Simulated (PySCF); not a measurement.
Crystal: CdS (Greenockite).

```
Cd S
1.0
     4.15000    0.00000    0.00000
    -2.07500    3.59401    0.00000
     0.00000    0.00000    6.73700
Cd S
2 2
Direct
  0.66667 0.33333 0.50000
  0.33333 0.66667 0.00000
  0.66667 0.33333 0.87500
  0.33333 0.66667 0.37500
```

Base run:

| Quantity | Value |
| --- | --- |
| Program | PySCF 2.14.0 |
| Functional | PBE |
| Potentials or basis | DZVP-MOLOPT-SR/GTH-PBE (potentials made for PBE) |
| k mesh | 7 × 7 × 4 |
| Occupations | fermi-dirac, width 0.05 eV |
| Spin | no spin polarisation |

Its results: band gap on the k mesh 1.16 eV, direct.

Task: The run is repeated on the same cell with these changes: functional from PBE to PBEsol. What comes out?

Result: Band gap on the k mesh 1.00 eV, direct.

Caveats: an odd mesh through Γ misses points on the zone boundary, where band edges often lie; the basis of atomic orbitals isn't converged, which shifts pressures, moduli and gaps.

Not every run made on this cell is shown here.
